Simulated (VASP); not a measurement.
FeO (Wuestite) under changes of volume

One of the cells (10.214 Å³/atom); the others are scaled copies at fixed shape and fractional positions:

```xyz
2
Lattice="0.0000 2.1697 2.1697 2.1697 0.0000 2.1697 2.1697 2.1697 0.0000" Properties=species:S:1:pos:R:3 pbc="T T T"
Fe    0.0000    0.0000    0.0000
O     2.1697    2.1697    2.1697
```

```yaml
Program: VASP 6.6.1
Functional: PBE
Potentials_or_basis: VASP PAW PBE potentials, release 64 (Fe, O)
Cutoff: 520 eV
k_mesh: 11 × 11 × 11
Occupations: fermi-dirac, width 0.05 eV
Spin: collinear spin, ferromagnetic start
Starting_moments: "[3.0, 0.0] μB"
```

| volume (Å³/atom) | energy over the lowest point (meV/atom) | pressure (GPa) |
| --- | --- | --- |
| 9.413 | 21.45 | 13.2 |
| 9.613 | 7.88 | 8.3 |
| 9.813 | 0.20 | 3.9 |
| 10.214 | 0.00 | -3.6 |
| 10.414 | ? | ? |
| 10.614 | 16.58 | -9.6 |

Problem. What does the run at 10.414 Å³/atom give?

Solution. Energy over the lowest point 6.40 meV/atom; pressure -6.8 GPa.

Worked out: A Birch-Murnaghan fit of order 3 (a polynomial in V^(-2/3)) to the other rows has its minimum at 10.01 Å³/atom with B0 = V·E''(V) = 187 GPa and B' = 4.7. It gives 6.43 meV/atom at 10.414 Å³/atom, against the run's 6.40, and -dE/dV = -6.7 GPa, against -6.8.

Energies are extrapolated to zero smearing.

Caveats: a cell with one magnetic atom can't hold antiferromagnetic order, which such compounds often take.
